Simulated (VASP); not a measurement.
# LiH (Pm-3m) in VASP: a series of runs, part 2 of 2

VASP 6.6.1. The steps go on from the part before.

## Step 3: Single point, PBE0(alpha)

Contents of POSCAR:

```
LiH
1.0
    2.5069900000      0.0000000000      0.0000000000
    0.0000000000      2.5069900000      0.0000000000
    0.0000000000      0.0000000000      2.5069900000
Li H
1 1
Direct
    0.5000000000      0.5000000000      0.5000000000
    0.0000000000      0.0000000000      0.0000000000
```

Contents of INCAR.step1:

```
PREC = Accurate
ENCUT = 520
EDIFF = 1E-5
ISMEAR = -1
SIGMA = 0.05
LREAL = False
LASPH = True
NELM = 100
ALGO = Normal
ISIF = 2
LWAVE = True
GGA = PE
```

Contents of INCAR.step2:

```
PREC = Accurate
ENCUT = 520
EDIFF = 1E-6
ISMEAR = -1
SIGMA = 0.05
LREAL = False
LASPH = True
NELM = 100
ALGO = Normal
ISIF = 2
LWAVE = False
LCHARG = False
GGA = PE
LHFCALC = True
AEXX = 0.3
PRECFOCK = Fast
HFRCUT = -1
ISTART = 1
```

Contents of KPOINTS:

```
regular mesh
0
Gamma
  6 6 6
```

Potentials or basis: VASP PAW PBE potentials, release 64 (Li_sv, H).

Run with:

```
$ cat potpaw_PBE.64/Li_sv/POTCAR potpaw_PBE.64/H/POTCAR > POTCAR
$ cp INCAR.step1 INCAR
$ mpirun -np 1 vasp_std > vasp.out
$ cp INCAR.step2 INCAR
$ mpirun -np 1 vasp_std > vasp.out
```

OUTCAR:

```text
PREC = Accurate
   ENCUT = 520
   EDIFF = 1E-6
   ISMEAR = -1
   LREAL = False
   LASPH = True
   NELM = 100
   ISIF = 2
   GGA = PE
   LHFCALC = True
   AEXX = 0.3
   PRECFOCK = Fast
   ISTART = 1

 ion  position               nearest neighbor table
   1  0.500  0.500  0.500-
   2  0.000  0.000  0.000-

  LATTYP: Found a simple cubic cell.
 ALAT       =     2.5069900000

  Lattice vectors:

 A1 = (   2.5069900000,   0.0000000000,   0.0000000000)
 A2 = (   0.0000000000,   2.5069900000,   0.0000000000)
 A3 = (   0.0000000000,   0.0000000000,   2.5069900000)

Analysis of symmetry for initial positions (statically):
=====================================================================
 Subroutine PRICEL returns:
 Original cell was already a primitive cell.

 Routine SETGRP: Setting up the symmetry group for a
 simple cubic supercell.

 Subroutine GETGRP returns: Found 48 space group operations
 (whereof 48 operations were pure point group operations)
 out of a pool of 48 trial point group operations.

The static configuration has the point symmetry O_h .

Analysis of symmetry for dynamics (positions and initial velocities):
=====================================================================
 Subroutine PRICEL returns:
 Original cell was already a primitive cell.

 Routine SETGRP: Setting up the symmetry group for a
 simple cubic supercell.

 Subroutine GETGRP returns: Found 48 space group operations
 (whereof 48 operations were pure point group operations)
 out of a pool of 48 trial point group operations.

The dynamic configuration has the point symmetry O_h .

 Subroutine INISYM returns: Found 48 space group operations
 (whereof 48 operations are pure point group operations),
[... 114 lines left out ...]
  Thomas-Fermi vector in A             =   2.170993
   LORBIT       =      0    0 simple, 1 ext, 2 COOP (PROOUT), +10 PAW based schemes
   GGA     = PE    functional components
   LHFCALC =     T    Hartree Fock is set to
   PRECFOCK=fast      Normal, Fast or Accurate (Low or Medium for compatibility)
   ENCUT4O =  -1.0   cutoff for four orbital integrals eV
   NKREDX  =     1    reduce k-point grid by
   NKREDY  =     1    reduce k-point grid by
   NKREDZ  =     1    reduce k-point grid by
   AEXX    =    0.3000 exact exchange contribution
   HFSCREEN=    0.0000 screening length (either q_TF or 0.3 A-1)
   HFSCREENC=   0.0000 screening length for correlation (either q_TF or 0.3 A-1)
   ENCUTFOCK=  -1.0 apply spherical cutoff to Coloumb kernel
   IVDW    =     0    specifies the selected vdW correction
   LEPSILON=     F    determine dielectric tensor
   LRPA    =     F    only Hartree local field effects (RPA)
 non-spin polarized calculation
  energy-cutoff  :      520.00
  volume of cell :       15.76
 maximum number of plane-waves:       441
 NGX is ok and might be reduce to    20
  NGX = 12; NGY = 12; NGZ = 12

 number of electron       4.0000012 magnetization

 Free energy of the ion-electron system (eV)
  ---------------------------------------------------
  ext. energy  EPLUGINS =         0.00000000
  ---------------------------------------------------
  free energy    TOTEN  =        -6.84330212 eV

  energy without entropy =       -6.84330212  energy(sigma->0) =       -6.84330212

 E-fermi :   3.7449     XC(G=0):  -6.4643

 val. band max:        2.5903415061   @ k =   0.5000   0.5000   0.5000
 cond. band min:       5.0830166368   @ k =   0.5000   0.0000   0.0000
 fundamental gap:      2.4926751306
 Fermi energy:         3.7449422547

 k-point     1 :       0.0000    0.0000    0.0000
  band No.  band energies     occupation
      1     -49.5750      2.00000
      2      -7.4163      2.00000
      3      16.8857      0.00000
      4      16.8857      0.00000
      5      16.8857      0.00000
      6      17.8725      0.00000
[... 163 lines left out ...]
 k-point    20 :       0.5000    0.5000    0.5000
  band No.  band energies     occupation
      1     -49.4294      2.00000
      2       2.5903      2.00000
      3      11.1673      0.00000
      4      11.1673      0.00000
      5      11.1673      0.00000
      6      13.4280      0.00000

------------------------ aborting loop because EDIFF is reached ----------------------------------------

  FORCE on cell =-STRESS in cart. coord.  units (eV):
  Direction    XX          YY          ZZ          XY          YZ          ZX
  --------------------------------------------------------------------------------------
  -------------------------------------------------------------------------------------
  Total       -0.0641244     -0.0641244     -0.0641244     -0.0000000     -0.0000000      0.0000000
  in kB       -6.5204297     -6.5204297     -6.5204297     -0.0000000     -0.0000000      0.0000000
  external PRESSURE =      -6.5204297 kB  Pullay stress =       0.0000000 kB

 VOLUME and BASIS-vectors are now :
 -----------------------------------------------------------------------------
  energy-cutoff  :      520.00
  volume of cell :       15.76
      direct lattice vectors                 reciprocal lattice vectors
     2.506990000  0.000000000  0.000000000     0.398884718  0.000000000  0.000000000
     0.000000000  2.506990000  0.000000000     0.000000000  0.398884718  0.000000000
     0.000000000  0.000000000  2.506990000     0.000000000  0.000000000  0.398884718

 POSITION                                       TOTAL-FORCE (eV/Angst)
 -----------------------------------------------------------------------------------
      1.25350      1.25350      1.25350         0.000000      0.000000      0.000000
      0.00000      0.00000      0.00000         0.000000      0.000000      0.000000
 -----------------------------------------------------------------------------------
    total drift:                                0.000000     -0.000000      0.000000

  FREE ENERGIE OF THE ION-ELECTRON SYSTEM (eV)
  ---------------------------------------------------
  free  energy   TOTEN  =        -6.8433021180 eV

  energy  without entropy=       -6.8433021180  energy(sigma->0) =       -6.84330212
```

OSZICAR.step1:

```text
N       E                     dE             d eps       ncg     rms          rms(c)
DAV:   1    -0.612356241295E+00   -0.61236E+00   -0.19493E+03   246   0.599E+02
DAV:   2    -0.559261684915E+01   -0.49803E+01   -0.49803E+01   354   0.544E+01
DAV:   3    -0.591506316738E+01   -0.32245E+00   -0.32245E+00   306   0.141E+01
DAV:   4    -0.591997177734E+01   -0.49086E-02   -0.49086E-02   324   0.127E+00
DAV:   5    -0.591997772645E+01   -0.59491E-05   -0.59491E-05   300   0.670E-02    0.283E+00
DAV:   6    -0.572062400846E+01    0.19935E+00   -0.16468E-01   294   0.183E+00    0.142E+00
DAV:   7    -0.564939148230E+01    0.71233E-01   -0.22092E-01   276   0.233E+00    0.226E-01
DAV:   8    -0.565070674018E+01   -0.13153E-02   -0.54571E-03   294   0.739E-01    0.547E-02
DAV:   9    -0.565062834338E+01    0.78397E-04   -0.31397E-04   288   0.893E-02    0.101E-02
DAV:  10    -0.565062790011E+01    0.44327E-06   -0.98279E-06   234   0.333E-02
   1 F= -.56506279E+01 E0= -.56506227E+01  d E =-.104651E-04
```

It took 15 s on 1 thread of Intel Xeon 6975P-C (Granite Rapids), shared host; peak memory 0.12 GiB.

What came out:

```
Free energy            : -6.8433 eV
Band gap on the k mesh : 2.49 eV, indirect (least direct gap 6.38 eV)
```

Caveat: the cutoff is under 1.25 times the usual one of these potentials, so pressure, stress and relaxed cells hold a basis-set (Pulay) error; the PAW data sets were made with another functional, which shifts forces and pressure a little.
